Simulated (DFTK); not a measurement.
Runs of DFTK 0.8.2 on Al2O3 (Corundum). The structure is trigonal, space group R-3c (No. 167). Conventional cell: a = 4.760 Å, b = 4.760 Å, c = 12.996 Å, α = 90.00°, β = 90.00°, γ = 120.00°. Around Al (site symmetry 3) lie 6 O at 1.85 to 1.97 Å. Around O (site symmetry 2) lie 4 Al at 1.85 to 1.97 Å. 

```csv
task,level,potentials or basis,k mesh,gap on the mesh (eV),pressure (GPa),largest force (eV/Å)
band structure,PBE,dojo.nc.sr.pbe.v0_4_1.standard.upf (PBE),4 × 4 × 4,6.27,6.0,0.05
band structure,LDA,dojo.nc.sr.lda.v0_4_1.standard.upf (LDA),4 × 4 × 4,6.21,-7.3,(a)
band structure,PBEsol,dojo.nc.sr.pbesol.v0_4_1.standard.upf (PBEsol),4 × 4 × 4,(b),0.8,0.11
single point,PBE,dojo.nc.sr.pbe.v0_4_1.standard.upf (PBE),7 × 7 × 7,6.27,6.0,0.05
```

Alike in all rows: no spin polarisation; cell as given; cutoff (eV) 1143; smearing fermi-dirac 0.05 eV.

Estimate the missing entries.

(a) 0.13; (b) 6.16.

Caveats: an odd mesh through Γ misses points on the zone boundary, where band edges often lie (some runs).

Not every run made on this cell is shown here.
